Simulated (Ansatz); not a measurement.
# Ti: the cost of one run

All numbers are computed with the Python package of Ansatz 0.2.0. The levels of theory stand in the script.

This is Ti in the fcc structure; at room conditions it is hcp.

## Step 1: The structure

The structure is cubic, space group Fm-3m (No. 225). Conventional cell: a = 4.060 Å, b = 4.060 Å, c = 4.060 Å, α = 90.00°, β = 90.00°, γ = 90.00°. Ti (site symmetry m-3m) is surrounded by 12 Ti at 2.87 Å.

The script holds or builds the structure itself.

## Step 2: The code

paw_lapw.py reads:

```python
"""PAW against all-electron LAPW for Ti."""

import ansatz as az
import numpy as np

SMEARING_WIDTH = 0.1


def count_gap(report):
    # lowest empty less highest filled band, counting bands; zero where they overlap
    return max(report.get("gap_by_band_count_ev") or 0.0, 0.0)

xtal = (
    az.Lattice.fcc(4.06)
    .space_group(225)
    .atom("Ti", (0.0, 0.0, 0.0))
    .primitive()
)

calc = (
    xtal.calculation()
    .functional(az.Functional.PBESOL)
    .kpoints(13)
    .occupations(az.OccupationsMethod.COLD, width=SMEARING_WIDTH)
    .stress()
    .forces()
    .band_table()
)
variants = {
    "PAW": calc.pseudopotentials("paw"),
    "LAPW": calc.pseudopotentials("all_electron", lapw=True),
}
# totals differ by the cores that each treatment holds, so compare what does not depend on them
rows = []
for label, variant in variants.items():
    summary = variant.run(threads=1).report
    levels = np.array(summary["eigenvalues_ev"][0]) - summary["fermi_energy_ev"]
    print(label, "levels at the first k-point near E_F:", np.round(levels[np.abs(levels) < 5], 3))
    rows.append((label, summary["n_electrons"], np.trace(summary["stress_gpa"]) / 3, count_gap(summary)))
for row in rows:
    print("; ".join(f"{name} = {round(v, 4) if isinstance(v, float) else v}" for name, v in zip(["treatment", "electrons in bands", "P GPa", "gap by band count eV"], row)))
```

## Step 3: The calls as engine input

The package turns the script's settings into the engine's input (first run):

```yaml
crystal:
  lattice:
    bravais: fcc
    a: 4.06
  space_group: 225
  atoms:
    - { symbol: Ti, position: [0.0, 0.0, 0.0] }
  reduce_to_primitive: true
kpoints:
  mp_grid:
    grid: [13, 13, 13]
hamiltonian:
  xc: pbesol
  pseudopotentials:
    kind: paw
scf:
  occupations:
    method: cold
    width: 0.1
output:
  forces: true
  stress: true
  eigenvalues: true
```

## Step 4: The run

On the command line:

```bash
$ python paw_lapw.py
```

**Question.** How long does this script take on 1 thread of Arm Neoverse V2, shared host, and how much memory does it need?

About 6.9 s, with a peak of 0.41 GiB.
